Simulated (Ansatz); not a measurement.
A plane-wave DFT run in Ansatz 0.2.0 (scalar-relativistic PAW potentials unless the input names others): input and command.

```yaml
crystal:
  lattice:
    - [0.0, -4.0841721958, 0.0]
    - [0.0, 0.0, -2.8463947559]
    - [12.2525165873, -0.8168344392, 0.0]
  atoms:
    - { symbol: Al, position: [-0.0166633333, 0.5, 0.0833166667] }
    - { symbol: Al, position: [-0.08333, 0.5, 0.41665] }
    - { symbol: Al, position: [-0.1499966667, 0.5, 0.7499833333] }
    - { symbol: Al, position: [0.31667, 0.5, 0.91665] }
    - { symbol: Al, position: [0.4500033333, 0.5, 0.2499833333] }
    - { symbol: Al, position: [0.3833366667, 0.5, 0.5833166667] }
    - { symbol: Cu, position: [0.9500033333, 0.0, 0.2499833333] }
    - { symbol: Cu, position: [0.8833366667, 0.0, 0.5833166667] }
    - { symbol: Cu, position: [0.81667, 0.0, 0.91665] }
basis:
  ecutwfc: 420
kpoints:
  mp_grid: { grid: [11, 16, 4] }
hamiltonian:
  xc: pbesol
  dispersion: d3bjatm
scf:
  occupations: { method: gaussian, width: 0.15 }
output:
  forces: true
  eigenvalues: true
  stress: true
```

```bash
ansatz run input.yaml --threads 2 --pin off --max-ram 5120MiB --backend cpu --events-out ev --progress --plain --runs-dir out
```

Abridged log:
```
Basis set: ecut = 420 eV, 2783 PW (Γ), exchange–correlation on 60×40×180 points (8 copies of the dense FFT grid, shifted against one another)
Bands: 47, of which v1, the nominal top of the filled ones, is band 38 counted from 1 (37 counted from 0)
Symmetry: 2 space group operations
k-points: 207 of 704 (time reversal used)
SCF iter   1: F=—  HF=-22916.326400 eV  |F-HF|=—  |Δ(HF+E_count)|=         —  Δρ=1.33e-2  dr2=1.68e-1  ethr=1.77e-3  ⟨swp⟩=8.7  Hψ=44501  notcnv=0  defer=10
SCF iter   2: F=—  HF=-22916.301076 eV  |F-HF|=—  |Δ(HF+E_count)|=   2.53e-2  Δρ=1.37e-3  dr2=7.39e-3  ethr=2.25e-4  ⟨swp⟩=2.0  Hψ=16874  notcnv=0  defer=183
SCF iter   3: F=—  HF=-22916.298811 eV  |F-HF|=—  |Δ(HF+E_count)|=   2.27e-3  Δρ=1.55e-3  dr2=6.23e-3  ethr=9.85e-6  ⟨swp⟩=2.0  Hψ=12680  notcnv=0  defer=183
SCF iter   4: F=—  HF=-22916.297913 eV  |F-HF|=—  |Δ(HF+E_count)|=   8.97e-4  Δρ=6.47e-4  dr2=1.46e-3  ethr=8.31e-6  ⟨swp⟩=1.0  Hψ=9166  notcnv=0  defer=183
SCF iter   5: F=—  HF=-22916.297719 eV  |F-HF|=—  |Δ(HF+E_count)|=   1.95e-4  Δρ=1.88e-4  dr2=1.19e-4  ethr=1.94e-6  ⟨swp⟩=1.7  Hψ=9583  notcnv=0  defer=183
SCF iter   6: F=—  HF=-22916.297700 eV  |F-HF|=—  |Δ(HF+E_count)|=   1.86e-5  Δρ=8.92e-5  dr2=1.11e-5  ethr=1.59e-7  ⟨swp⟩=2.2  Hψ=13562  notcnv=0  defer=183
SCF iter   7: F=—  HF=-22916.297621 eV  |F-HF|=—  |Δ(HF+E_count)|=   7.89e-5  Δρ=3.95e-5  dr2=1.91e-6  ethr=1.48e-8  ⟨swp⟩=2.0  Hψ=13780  notcnv=0  defer=182
SCF iter   8: F=—  HF=-22916.297621 eV  |F-HF|=—  |Δ(HF+E_count)|=   3.78e-7  Δρ=7.29e-6  dr2=1.02e-7  ethr=2.55e-9  ⟨swp⟩=2.1  Hψ=13362  notcnv=0  defer=182
SCF iter   9: F=-22916.297621 eV  HF=-22916.297621 eV  |F-HF|=1.83e-9  |Δ(HF+E_count)|=   2.17e-8  Δρ=1.51e-6  dr2=4.48e-9  ethr=1.33e-10  ⟨swp⟩=9.6  Hψ=38249  notcnv=0
SCF 1 converged in 9 iterations: F = -22916.297621 eV  dr2 = 4.48e-9
SCF converged after 9 iterations
Free energy (F): -22916.297621 eV
Harris-Foulkes:  -22916.297621 eV  (|F-HF|=1.83e-9)
Internal energy: -22916.270341 eV  (E = F + TS)
E sigma→0 (E₀):  -22916.283981 eV
Entropy (-TS):   -0.027279 eV (-3.031 meV/atom)
Fermi energy:    9.509049 eV
  E_disp       = -2.902298  (pairwise vdW)
--- Forces (eV/Å), atoms counted from 1 ---
  atom   1  Al     1.16890448     1.09894314     0.00000000
  atom   2  Al     0.01621227     0.00230602     0.00000000
  atom   3  Al     0.10304780    -0.04662290     0.00000000
  atom   4  Al    -1.48623228    -1.17301209     0.00000000
  atom   5  Al     0.08915912     0.07021414     0.00000000
  atom   6  Al    -0.03849364     0.00878467     0.00000000
  atom   7  Cu    -0.06991502     0.06939171     0.00000000
  atom   8  Cu     0.03159275    -0.00673319     0.00000000
  atom   9  Cu     0.18572638    -0.02326462     0.00000000
--- Stress (GPa, compression-positive) ---
       -0.036425       3.240334       0.000000
        3.240334      -1.368547       0.000000
        0.000000       0.000000      -3.637826
  P = ⅓ Tr σ = -1.6809 GPa (-16.809 kbar)
```

Apart from outputs and empty bands, the input differs from a reference run on usual settings in hamiltonian.dispersion: not typed → "d3bjatm". The reference, at the same geometry (not necessarily relaxed), gave pressure 1.37 GPa, largest force 1.895 eV/Å, no gap on the mesh. This run converged in 9 SCF iterations (reference: 9) with an energy at zero smearing 322 meV/atom below the reference's (the Hamiltonian itself differs), pressure -1.68 GPa, largest force 1.893 eV/Å, no gap on the mesh.

The run took 58 s on 2 threads of Intel(R) Xeon(R) Processor @ 2.70GHz (shared host), peak memory 1.1 GiB.